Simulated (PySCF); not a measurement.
Compound: methyl vinyl ketone, C₄H₆O.
Geometry (GFN2-xTB, Å), atoms numbered from 1 in this order:
```xyz
11
C4H6O angstrom
C      1.4278   -0.7385   -0.3920
C      1.0440    0.4679    0.0027
C     -0.3456    0.8845    0.2963
C     -1.4287   -0.1526    0.1306
O     -0.5864    2.0154    0.6538
H      0.7371   -1.5517   -0.5394
H      2.4641   -0.9608   -0.5865
H      1.7708    1.2586    0.1389
H     -2.3915    0.2879    0.3747
H     -1.2398   -0.9960    0.7907
H     -1.4463   -0.5120   -0.8957
```

Method: wB97X-D/def2-SVPD in PySCF (dipole) on a GFN2-xTB geometry, gas phase.

Masses are those of the commonest isotopes; rigid-rotor values at the optimised geometry. The values belong to one conformer with, in the numbering `[CH2:1]=[CH:2][C:3]([CH3:4])=[O:5]`, C1–C2–C3–C4 0°.

Task: Give the principal moments of inertia and the rotational constants in GHz.

Result: Ia = 55.61, Ib = 117.20, Ic = 169.67 u·Å²; 505379 MHz·u·Å²/I gives 9088, 4312 and 2979 MHz, that is A = 9.0878, B = 4.3119, C = 2.9786 GHz.

Task: Classify the top.

Result: An asymmetric top. Ray's parameter κ = (2B − A − C)/(A − C) = -0.564; −1 is the prolate and +1 the oblate limit.

Task: Is it planar, by Δ = Ic − Ia − Ib?

Result: Not planar: Δ = Ic − Ia − Ib = -3.15 u·Å². For a rigid frame Δ = −2 Σ m c², so Σ m c² = 1.57 u·Å² lies off the ab plane, practically all of it from hydrogen. The atom farthest from that plane is 0.88 Å away.

Task: Give the other two planar moments, Paa and Pbb, and the rms extents of the mass along the axes.

Result: Paa = Σ m a² = (Ib + Ic − Ia)/2 = 115.63 and Pbb = Σ m b² = (Ia + Ic − Ib)/2 = 54.04 u·Å². With the mass M = 70.04 u, the rms extents √(P/M) along a, b and c are 1.28, 0.88, 0.15 Å.

Task: Where do the levels up to J = 4 lie, in MHz?

Result: Above 0(0,0):
J = 1: 1(0,1) 7291, 1(1,1) 12066, 1(1,0) 13400
J = 2: 2(0,2) 21629, 2(1,2) 25314, 2(1,1) 29314, 2(2,1) 43642, 2(2,0) 43884
J = 3: 3(0,3) 42580, 3(1,3) 45046, 3(1,2) 53018, 3(2,2) 65513, 3(2,1) 66676, 3(3,1) 92866, 3(3,0) 92894
J = 4: 4(0,4) 69686, 4(1,4) 71130, 4(1,3) 84270, 4(2,3) 94486, 4(2,2) 97702, 4(3,2) 122440, 4(3,1) 122633, 4(4,1) 160176, 4(4,0) 160179

Task: Predict some low-J microwave lines.

Result: The dipole components are |μa| = 2.83 D, |μb| = 2.02 D, |μc| = 0.00 D; the mirror of this Cs structure is the ab plane, so μc vanishes by symmetry and there are no c-type lines. Intensities carry the squares of the components, which stand as 1.00 : 0.51 (a : b). Some lines, for components of 0.1 D or more:

```json
{"type": "a", "branch": "Q", "J(Ka,Kc)": "1(1,0) ← 1(1,1)", "MHz": "1333", "lower level (cm⁻¹)": "0.402"}
{"type": "a", "branch": "Q", "J(Ka,Kc)": "2(1,1) ← 2(1,2)", "MHz": "4000", "lower level (cm⁻¹)": "0.844"}
{"type": "b", "branch": "Q", "J(Ka,Kc)": "1(1,0) ← 1(0,1)", "MHz": "6109", "lower level (cm⁻¹)": "0.243"}
{"type": "a", "branch": "R", "J(Ka,Kc)": "1(0,1) ← 0(0,0)", "MHz": "7291", "lower level (cm⁻¹)": "0.000"}
{"type": "b", "branch": "Q", "J(Ka,Kc)": "2(1,1) ← 2(0,2)", "MHz": "7685", "lower level (cm⁻¹)": "0.721"}
{"type": "b", "branch": "R", "J(Ka,Kc)": "2(0,2) ← 1(1,1)", "MHz": "9563", "lower level (cm⁻¹)": "0.402"}
{"type": "b", "branch": "R", "J(Ka,Kc)": "1(1,1) ← 0(0,0)", "MHz": "12066", "lower level (cm⁻¹)": "0.000"}
{"type": "a", "branch": "R", "J(Ka,Kc)": "2(1,2) ← 1(1,1)", "MHz": "13248", "lower level (cm⁻¹)": "0.402"}
{"type": "a", "branch": "R", "J(Ka,Kc)": "2(0,2) ← 1(0,1)", "MHz": "14339", "lower level (cm⁻¹)": "0.243"}
{"type": "b", "branch": "Q", "J(Ka,Kc)": "2(2,0) ← 2(1,1)", "MHz": "14570", "lower level (cm⁻¹)": "0.978"}
{"type": "a", "branch": "R", "J(Ka,Kc)": "2(1,1) ← 1(1,0)", "MHz": "15914", "lower level (cm⁻¹)": "0.447"}
{"type": "b", "branch": "R", "J(Ka,Kc)": "2(1,2) ← 1(0,1)", "MHz": "18024", "lower level (cm⁻¹)": "0.243"}
{"type": "b", "branch": "Q", "J(Ka,Kc)": "2(2,1) ← 2(1,2)", "MHz": "18328", "lower level (cm⁻¹)": "0.844"}
{"type": "b", "branch": "R", "J(Ka,Kc)": "2(2,1) ← 1(1,0)", "MHz": "30242", "lower level (cm⁻¹)": "0.447"}
{"type": "b", "branch": "R", "J(Ka,Kc)": "2(2,0) ← 1(1,1)", "MHz": "31818", "lower level (cm⁻¹)": "0.402"}
```

Task: Estimate the classical rotational partition function at 10 K, 25 K and 50 K.

Result: Point group Cs, symmetry number σ = 1; q = (√π/σ)·√((kT/h)³/(ABC)), k/h = 20836.6 MHz/K: 493 at 10 K, 1950 at 25 K, 5520 at 50 K.

No GFN2-xTB frequencies stand behind this structure, so it isn't proved a minimum. Constants of a rigid frame at the computed geometry: no zero-point averaging, no centrifugal distortion. A rigid rotor knows nothing of internal rotation, which can split or shift real lines.

Time: 15 s wall. Hardware: one thread of an Arm Neoverse V2, no GPU, on a shared host. This is the wB97X-D/def2-SVPD job that gave the dipole, with the excitations it also computed.
